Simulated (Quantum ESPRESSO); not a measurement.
Wanted: the native input for a Quantum ESPRESSO 7.5 run.

| Quantity | Value |
| --- | --- |
| Task | band structure |
| Functional | LDA |
| Potentials or basis | GBRV 1.5 LDA |
| Cutoff | 612 eV |
| Density cutoff | 4898 eV |
| k mesh | 8 × 8 × 5 |
| Occupations | fermi-dirac, width 0.05 eV |
| Spin | no spin polarisation |
| Form of the LDA correlation | PZ81 |
| Mixing beta | 0.5 |
| Most SCF iterations | 120 |
| SCF threshold | 1e-09 Ry |

La2O3:

```
La O
1.0
     3.93078    0.00000    0.00000
    -1.96539    3.40415    0.00000
     0.00000    0.00000    6.11195
La O
2 3
Direct
  0.33333 0.66667 0.24624
  0.66667 0.33333 0.75376
  0.00000 0.00000 0.00000
  0.33333 0.66667 0.64589
  0.66667 0.33333 0.35411
```

The cell is a database's computed one.

These files were run (other wordings do the same):

pw.in

```
&CONTROL
  calculation = 'scf'
  prefix = 'pwscf'
  outdir = './tmp'
  pseudo_dir = './pseudo'
  tprnfor = .true.
  tstress = .true.
  disk_io = 'low'
/
&SYSTEM
  ibrav = 0
  celldm(1) = 8
  nat = 5
  ntyp = 2
  ecutwfc = 45
  ecutrho = 360
  nbnd = 28
  occupations = 'smearing'
  smearing = 'fd'
  degauss = 0.00367493
/
&ELECTRONS
  conv_thr = 1d-09
  electron_maxstep = 120
  mixing_beta = 0.5
/
ATOMIC_SPECIES
La   138.9055 la_lda_v1.uspp.F.UPF
O     15.9990 o_lda_v1.2.uspp.F.UPF
CELL_PARAMETERS alat
  0.9285117057697   0.0000000000000   0.0000000000000
 -0.4642558528849   0.8041147249121   0.0000000000000
  0.0000000000000   0.0000000000000   1.4437397799053
ATOMIC_POSITIONS crystal
La     0.3333333333    0.6666666667    0.2462356800
La     0.6666666667    0.3333333333    0.7537643200
O      0.0000000000    0.0000000000    0.0000000000
O      0.3333333333    0.6666666667    0.6458906500
O      0.6666666667    0.3333333333    0.3541093500
K_POINTS automatic
8 8 5 0 0 0
```

bands.in

```
&CONTROL
  calculation = 'bands'
  prefix = 'pwscf'
  outdir = './tmp'
  pseudo_dir = './pseudo'
  disk_io = 'low'
  verbosity = 'high'
/
&SYSTEM
  ibrav = 0
  celldm(1) = 8
  nat = 5
  ntyp = 2
  ecutwfc = 45
  ecutrho = 360
  nbnd = 28
  occupations = 'smearing'
  smearing = 'fd'
  degauss = 0.00367493
/
&ELECTRONS
  conv_thr = 1d-08
  electron_maxstep = 120
  mixing_beta = 0.5
  diago_full_acc = .true.
  startingwfc = 'random'
/
ATOMIC_SPECIES
La   138.9055 la_lda_v1.uspp.F.UPF
O     15.9990 o_lda_v1.2.uspp.F.UPF
CELL_PARAMETERS alat
  0.9285117057697   0.0000000000000   0.0000000000000
 -0.4642558528849   0.8041147249121   0.0000000000000
  0.0000000000000   0.0000000000000   1.4437397799053
ATOMIC_POSITIONS crystal
La     0.3333333333    0.6666666667    0.2462356800
La     0.6666666667    0.3333333333    0.7537643200
O      0.0000000000    0.0000000000    0.0000000000
O      0.3333333333    0.6666666667    0.6458906500
O      0.6666666667    0.3333333333    0.3541093500
K_POINTS crystal
60
 0.0000000000  0.0000000000  0.0000000000 1
 0.0714285714  0.0000000000  0.0000000000 1
 0.1428571429  0.0000000000  0.0000000000 1
 0.2142857143  0.0000000000  0.0000000000 1
 0.2857142857  0.0000000000  0.0000000000 1
 0.3571428571  0.0000000000  0.0000000000 1
 0.4285714286  0.0000000000  0.0000000000 1
 0.5000000000  0.0000000000  0.0000000000 1
 0.4583333333  0.0833333333  0.0000000000 1
 0.4166666667  0.1666666667  0.0000000000 1
 0.3750000000  0.2500000000  0.0000000000 1
 0.3333333333  0.3333333333  0.0000000000 1
 0.2962962963  0.2962962963  0.0000000000 1
 0.2592592593  0.2592592593  0.0000000000 1
 0.2222222222  0.2222222222  0.0000000000 1
 0.1851851852  0.1851851852  0.0000000000 1
 0.1481481481  0.1481481481  0.0000000000 1
 0.1111111111  0.1111111111  0.0000000000 1
 0.0740740741  0.0740740741  0.0000000000 1
 0.0370370370  0.0370370370  0.0000000000 1
 0.0000000000  0.0000000000  0.0000000000 1
 0.0000000000  0.0000000000  0.1250000000 1
 0.0000000000  0.0000000000  0.2500000000 1
 0.0000000000  0.0000000000  0.3750000000 1
 0.0000000000  0.0000000000  0.5000000000 1
 0.0625000000  0.0000000000  0.5000000000 1
 0.1250000000  0.0000000000  0.5000000000 1
 0.1875000000  0.0000000000  0.5000000000 1
 0.2500000000  0.0000000000  0.5000000000 1
 0.3125000000  0.0000000000  0.5000000000 1
 0.3750000000  0.0000000000  0.5000000000 1
 0.4375000000  0.0000000000  0.5000000000 1
 0.5000000000  0.0000000000  0.5000000000 1
 0.4666666667  0.0666666667  0.5000000000 1
 0.4333333333  0.1333333333  0.5000000000 1
 0.4000000000  0.2000000000  0.5000000000 1
 0.3666666667  0.2666666667  0.5000000000 1
 0.3333333333  0.3333333333  0.5000000000 1
 0.3030303030  0.3030303030  0.5000000000 1
 0.2727272727  0.2727272727  0.5000000000 1
 0.2424242424  0.2424242424  0.5000000000 1
 0.2121212121  0.2121212121  0.5000000000 1
 0.1818181818  0.1818181818  0.5000000000 1
 0.1515151515  0.1515151515  0.5000000000 1
 0.1212121212  0.1212121212  0.5000000000 1
 0.0909090909  0.0909090909  0.5000000000 1
 0.0606060606  0.0606060606  0.5000000000 1
 0.0303030303  0.0303030303  0.5000000000 1
 0.0000000000  0.0000000000  0.5000000000 1
 0.5000000000  0.0000000000  0.5000000000 1
 0.5000000000  0.0000000000  0.3750000000 1
 0.5000000000  0.0000000000  0.2500000000 1
 0.5000000000  0.0000000000  0.1250000000 1
 0.5000000000  0.0000000000  0.0000000000 1
 0.3333333333  0.3333333333  0.0000000000 1
 0.3333333333  0.3333333333  0.1000000000 1
 0.3333333333  0.3333333333  0.2000000000 1
 0.3333333333  0.3333333333  0.3000000000 1
 0.3333333333  0.3333333333  0.4000000000 1
 0.3333333333  0.3333333333  0.5000000000 1
```

Potentials or basis: GBRV 1.5 LDA.

Run with:

```bash
$ OMP_NUM_THREADS=1 mpirun -n 2 pw.x -nk 2 -in pw.in > pw.out
$ OMP_NUM_THREADS=1 mpirun -n 2 pw.x -nk 2 -in bands.in > bands.out
```

Results of the run:

The pressure is -5.9 GPa and the largest force is 0.143 eV/Å. The band gap on the k mesh is 3.82 eV, indirect (least direct gap 3.95 eV) and the band gap along the path is 3.75 eV, indirect (least direct gap 3.85 eV).

Caveat: some levels on the path didn't converge; spin-orbit coupling is left out, which moves the levels of the heavy elements.

Run time: 2.1 min on 2 MPI ranks on Arm Neoverse V2 (shared host), peak memory 0.76 GiB a rank.
